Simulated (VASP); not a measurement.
# Interstitial C in a supercell of Ta, part 3 of 4

Aim: the formation energy and local structure of interstitial C in Ta.

VASP 6.6.1, plane waves and PAW; the level of theory is named at each step.

So far. Step 2 (Relaxing the host crystal): The run ended after 3 ionic steps, 0.013 eV below its first step, once forces and stress met EDIFFG = -0.02. Step 3 (The supercell without the defect): The host is treated as a metal, as its relaxation found a gap under 0.3 eV or none, and only the neutral defect is run.

## 4. Reference C

This step: PBEsol; plane waves and PAW (C) (VASP 6.6.1).

System of this step: C. It takes space group Fd-3m (No. 227, cubic). Conventional cell: a = 3.570 Å, b = 3.570 Å, c = 3.570 Å, α = 90.00°, β = 90.00°, γ = 90.00°. Nearest to C lie 4 C at 1.55 Å.

The reference for C is its crystal, relaxed at the cutoff of the large cell.

Input file INCAR:

```
SYSTEM = C
PREC = Normal
ENCUT = 400
EDIFF = 1E-05
NELM = 120
ISMEAR = 0
SIGMA = 0.1
LREAL = Auto
ALGO = Fast
GGA = PS
NBANDS = 10
LORBIT = 11
LWAVE = .FALSE.
LCHARG = .FALSE.
KPAR = 8
LASPH = .TRUE.
IBRION = 2
NSW = 25
ISIF = 3
EDIFFG = -0.02
POTIM = 0.4
```

Input file POSCAR:

```
C
1.0
    0.0000000000      1.7850000000      1.7850000000
    1.7850000000      0.0000000000      1.7850000000
    1.7850000000      1.7850000000      0.0000000000
C
2
Direct
    0.0000000000      0.0000000000      0.0000000000
    0.2500000000      0.2500000000      0.2500000000
```

Input file KPOINTS:

```
Automatic mesh
0
Gamma
13 13 13
0 0 0
```

Potentials, in the order of the species: C (PBE family, release 64).

On the command line:

```bash
mpirun -np 8 vasp_std
```

The log of the run:

```text
[banner, memory and clock lines left out]
running    8 mpi-ranks, on    1 nodes
 distrk:  each k-point on    1 cores,    8 groups
 distr:  one band on    1 cores,    1 groups

 POSCAR found type information on POSCAR C
 POSCAR found :  1 types and       2 ions
 [... a notice as in an earlier step ...]

|                                                                             |
|               ----> ADVICE to this user running VASP <----                  |
|                                                                             |
|     You have a (more or less) 'small supercell' and for smaller cells       |
|     it is recommended to use the reciprocal-space projection scheme!        |
|     The real-space optimization is not efficient for small cells and it     |
|     is also less accurate ...                                               |
|     Therefore, set LREAL=.FALSE. in the INCAR file.                         |
|                                                                             |

 [... a notice as in an earlier step ...]

 LDA part: xc-table for (Slater+PW92), standard interpolation
 POSCAR, INCAR and KPOINTS ok, starting setup
 FFT: planning ... GRIDC
 FFT: planning ... GRID_SOFT
 FFT: planning ... GRID
 WAVECAR not read
 entering main loop
       N       E                     dE             d eps       ncg     rms          rms(c)
DAV:   1    -0.443189789700E+01   -0.44319E+01   -0.41853E+03  1754   0.636E+02
DAV:   2    -0.196317558377E+02   -0.15200E+02   -0.14511E+02  2296   0.107E+02
DAV:   3    -0.199059194078E+02   -0.27416E+00   -0.27373E+00  1984   0.113E+01
DAV:   4    -0.199063794862E+02   -0.46008E-03   -0.46006E-03  1818   0.543E-01
DAV:   5    -0.199063799242E+02   -0.43801E-06   -0.43800E-06  1912   0.162E-02    0.562E+00
RMM:   6    -0.194256565575E+02    0.48072E+00   -0.17913E-01  1680   0.309E+00    0.332E+00
RMM:   7    -0.192567879253E+02    0.16887E+00   -0.25611E-01  1680   0.388E+00    0.685E-01
RMM:   8    -0.192575596370E+02   -0.77171E-03   -0.77494E-03  1680   0.902E-01    0.602E-02
RMM:   9    -0.192576196239E+02   -0.59987E-04   -0.60963E-04  1674   0.234E-01    0.245E-02
RMM:  10    -0.192576291606E+02   -0.95367E-05   -0.63049E-05  1651   0.654E-02
   1 F= -.19257629E+02 E0= -.19257629E+02  d E =-.192576E+02
 curvature:   0.00 expect dE= 0.000E+00 dE for cont linesearch  0.000E+00
 trial: gam= 0.00000 g(F)=  0.262E-44 g(S)=  0.258E-01 ort = 0.000E+00 (trialstep = 0.100E+01)
 search vector abs. value=  0.258E-01
 bond charge predicted
       N       E                     dE             d eps       ncg     rms          rms(c)
DAV:   1    -0.192651555932E+02   -0.75360E-02   -0.40444E-01  1862   0.552E+00    0.588E-01
RMM:   2    -0.192603214300E+02    0.48342E-02   -0.40645E-03  1680   0.564E-01    0.324E-01
RMM:   3    -0.192583616650E+02    0.19598E-02   -0.24195E-03  1680   0.386E-01    0.334E-02
RMM:   4    -0.192583660544E+02   -0.43894E-05   -0.97465E-05  1669   0.105E-01
   2 F= -.19258366E+02 E0= -.19258366E+02  d E =-.736894E-03
 trial-energy change:   -0.000737  1 .order   -0.000151   -0.025811    0.025509
 step:   0.5200(harm=  0.5029)  dis= 0.00000  next Energy=   -19.264423 (dE=-0.679E-02)
 bond charge predicted
       N       E                     dE             d eps       ncg     rms          rms(c)
DAV:   1    -0.192659892312E+02   -0.76276E-02   -0.91460E-02  1790   0.260E+00    0.280E-01
RMM:   2    -0.192649071294E+02    0.10821E-02   -0.89370E-04  1680   0.262E-01    0.155E-01
RMM:   3    -0.192644698939E+02    0.43724E-03   -0.54436E-04  1680   0.182E-01    0.137E-02
RMM:   4    -0.192644702260E+02   -0.33216E-06   -0.22079E-05  1508   0.499E-02
   3 F= -.19264470E+02 E0= -.19264470E+02  d E =-.684107E-02
 curvature:  -0.25 expect dE=-0.827E-07 dE for cont linesearch -0.827E-07
 trial: gam=-0.00356 g(F)=  0.527E-44 g(S)=  0.329E-06 ort = 0.922E-04 (trialstep = 0.904E+00)
 search vector abs. value=  0.104E-09
 reached required accuracy - stopping structural energy minimisation
```

Elapsed: 1.4 s, on 8 MPI ranks of AMD EPYC 9R45, shared host; peak memory 0.61 GiB; 6.7 s of CPU time.

Parts of OUTCAR (step 4):

```text
  LATTYP: Found a face centered cubic cell.
 ALAT       =     3.5700000000

 Subroutine GETGRP returns: Found 48 space group operations
 (whereof 24 operations were pure point group operations)

The static configuration has the point symmetry T_d .
 The point group associated with its full space group is O_h .

 Found     84 irreducible k-points:

   k-points           NKPTS =     84   k-points in BZ     NKDIM =     84   number of bands    NBANDS=     10

   dimension x,y,z NGX =    12 NGY =   12 NGZ =   12
   dimension x,y,z NGXF=    24 NGYF=   24 NGZF=   24

   ENCUT  =  400.0 eV  29.40 Ry    5.42 a.u.   4.12  4.12  4.12*2*pi/ulx,y,z

   NELECT =       8.0000    total number of electrons

 E-fermi :  10.4670

 k-point     1 :       0.0000    0.0000    0.0000
  band No.  band energies     occupation
      1     -11.7974      2.00000
      2       9.9826      2.00000
      3       9.9837      2.00000
      4       9.9837      2.00000
      5      15.5671      0.00000
      6      15.5689      0.00000
      7      15.5689      0.00000
      8      23.7255      0.00000
      9      29.1484      0.00000
    ...

 k-point     2 :       0.0769    0.0000    0.0000
  band No.  band energies     occupation
      1     -11.6311      2.00000
      2       8.8889      2.00000
      3       9.6931      2.00000
      4       9.6941      2.00000
      5      15.9442      0.00000
      6      15.9458      0.00000
      7      16.2124      0.00000
      8      23.8522      0.00000
      9      29.4344      0.00000
    ...

  Total       -0.0023845     -0.0023845     -0.0023845      0.0000000     -0.0000000     -0.0000000
  in kB       -0.3427092     -0.3427092     -0.3427092      0.0000000     -0.0000000     -0.0000000
  external PRESSURE =      -0.3427092 kB  Pullay stress =       0.0000000 kB

  energy-cutoff  :      400.00
  volume of cell :       11.15
      direct lattice vectors                 reciprocal lattice vectors
    -0.000000000  1.773039195  1.773039195    -0.282001662  0.282001662  0.282001662
     1.773039195  0.000000000  1.773039195     0.282001662 -0.282001662  0.282001662
     1.773039195  1.773039195  0.000000000     0.282001662  0.282001662 -0.282001662

 POSITION                                       TOTAL-FORCE (eV/Angst)
 -----------------------------------------------------------------------------------
      0.00000      0.00000      0.00000         0.000000      0.000000      0.000000
      0.88652      0.88652      0.88652        -0.000000     -0.000000     -0.000000
 -----------------------------------------------------------------------------------
    total drift:                               -0.000000     -0.000000      0.000000

  FREE ENERGIE OF THE ION-ELECTRON SYSTEM (eV)
  ---------------------------------------------------
  free  energy   TOTEN  =       -19.2644702260 eV

  energy  without entropy=      -19.2644702260  energy(sigma->0) =      -19.26447023

 total charge
# of ion       s       p       d       tot
------------------------------------------
    1        0.830   1.765   0.000   2.595
    2        0.830   1.765   0.000   2.595
--------------------------------------------------
tot          1.660   3.530   0.000   5.189

[... 1 part as in an earlier step ...]

[... 7 further parts left out ...]
```

CONTCAR:

```
C
   1.00000000000000
    -0.0000000000000000    1.7730391950963442    1.7730391950963442
     1.7730391950963442    0.0000000000000000    1.7730391950963442
     1.7730391950963442    1.7730391950963442    0.0000000000000000
  C
     2
Direct
     0.0000000000000000    0.0000000000000000    0.0000000000000000
     0.2500000000000000    0.2500000000000000    0.2500000000000000
```

The gap is read on the k-mesh alone, so it is an upper bound where the band edges lie off the mesh.

Relaxation path:

```
step  energy less that of the first step (eV)  largest force (eV/Å)  pressure (GPa)  volume (Å³)
   1                                   0.0000                0.0000           -9.41        11.37
   2                                  -0.0007                0.0000            9.66        10.94
   3                                  -0.0068                0.0000           -0.03        11.15
```

```
conventional cell, symmetrised  before  after  change
                         a (Å)   3.570  3.546  -0.7 %
                         b (Å)   3.570  3.546  -0.7 %
                         c (Å)   3.570  3.546  -0.7 %
              volume (Å³/atom)    5.69   5.57  -2.0 %
```

The relaxed structure:

```xyz
2
Lattice="0.0000 1.7730 1.7730 1.7730 0.0000 1.7730 1.7730 1.7730 0.0000" Properties=species:S:1:pos:R:3 pbc="T T T"
C     0.0000    0.0000    0.0000
C     0.8865    0.8865    0.8865
```

Numbers from this step:

```yaml
electronic_cycles: 18
electrons: 8
free_energy_toten: -19.26 eV
fermi_energy: 10.47 eV
labelled_metallic_from_the_levels_on_this_mesh: no
gap_on_the_k_mesh: 4.030 eV
least_direct_gap_on_the_k_mesh: 5.583 eV
```

The run ended after 3 ionic steps, 0.007 eV below its first step, once forces and stress met EDIFFG = -0.02.

Energy at zero smearing: -19.26447 eV.

(Continued in part 4 of 4.)

[Lines on the potential files, build, host, timing and source positions are cut from VASP's logs without a mark.]

[Logs are printed without paths, hosts, clocks, repeated set-up lines and the standing remarks that a program may print on its own settings, such as how far it seeks lower states.]

[Hosts, paths, dates, database ids (printed as entryN), source tags and the programs' standing remarks are cut or masked in the printed files.]

[In band tables of VASP the shares of atoms and orbitals are scaled to a sum of 1 inside the atoms' spheres.]

[Runs that stopped without an error message from VASP are left out.]
